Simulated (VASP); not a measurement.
Write the native input for VASP 6.6.1 that does the following.

* Task: single point
* Functional: r2SCAN
* Dispersion: D3(BJ)
* Potentials or basis: VASP PAW PBE potentials, release 64 (B, As)
* Cutoff: 520 eV
* k mesh: 6 × 6 × 6
* Occupations: fermi-dirac, width 0.025 eV
* Spin: no spin polarisation
* Dipole correction: no
* Further INCAR settings: ALGO = Normal; EDIFF = 1e-07; NBANDS = 11

Crystal: BAs.

```
B As
1.0
     0.00000    2.41121    2.41121
     2.41121    0.00000    2.41121
     2.41121    2.41121    0.00000
B As
1 1
Direct
  0.00000 0.00000 0.00000
  0.25000 0.25000 0.25000
```

The input as run:

POSCAR

```
BAs
1.0
    0.0000000000      2.4112093400      2.4112093400
    2.4112093400      0.0000000000      2.4112093400
    2.4112093400      2.4112093400      0.0000000000
B As
1 1
Direct
    0.0000000000      0.0000000000      0.0000000000
    0.2500000000      0.2500000000      0.2500000000
```

INCAR.step1

```
SYSTEM = BAs
PREC = Accurate ; ENCUT = 520
ISMEAR = -1 ; SIGMA = 0.025
LREAL = .False. ; LASPH = .True.
NELM = 60 ; NBANDS = 11
GGA = PE ; ALGO = Normal
EDIFF = 1E-4 ; LWAVE = .True.
LCHARG = .False.
```

INCAR.step2

```
SYSTEM = BAs
PREC = Accurate ; ENCUT = 520
EDIFF = 1E-7 ; ISMEAR = -1
SIGMA = 0.025 ; LREAL = .False.
LASPH = .True. ; NELM = 60
ALGO = Normal ; ISIF = 2
LWAVE = .False. ; LCHARG = .False.
METAGGA = R2SCAN ; LMIXTAU = .True.
IVDW = 12 ; VDW_S6 = 1.0
VDW_S8 = 0.78981345 ; VDW_A1 = 0.49484001
VDW_A2 = 5.73083694 ; NBANDS = 11
ISTART = 1
```

KPOINTS

```
regular mesh
0
Gamma
  6 6 6
  0 0 0
```

Potentials or basis: VASP PAW PBE potentials, release 64 (B, As).

The run is started by

```console
$ cat potpaw_PBE.64/B/POTCAR potpaw_PBE.64/As/POTCAR > POTCAR
$ cp INCAR.step1 INCAR
$ mpirun -np 1 vasp_std > vasp.out
$ cp INCAR.step2 INCAR
$ mpirun -np 1 vasp_std > vasp.out
```

It gave:

```json
{
  "Pressure": "-4.7 GPa",
  "Band gap on the k mesh": "1.49 eV, indirect (least direct gap 3.41 eV)",
  "Dispersion energy per atom": "-0.149 eV"
}
```

Caveat: the PAW data sets were made with another functional, which shifts forces and pressure a little.

It took 31 s on 1 thread of Intel(R) Xeon(R) 6975P-C (Granite Rapids) (shared host), peak memory 0.16 GiB.
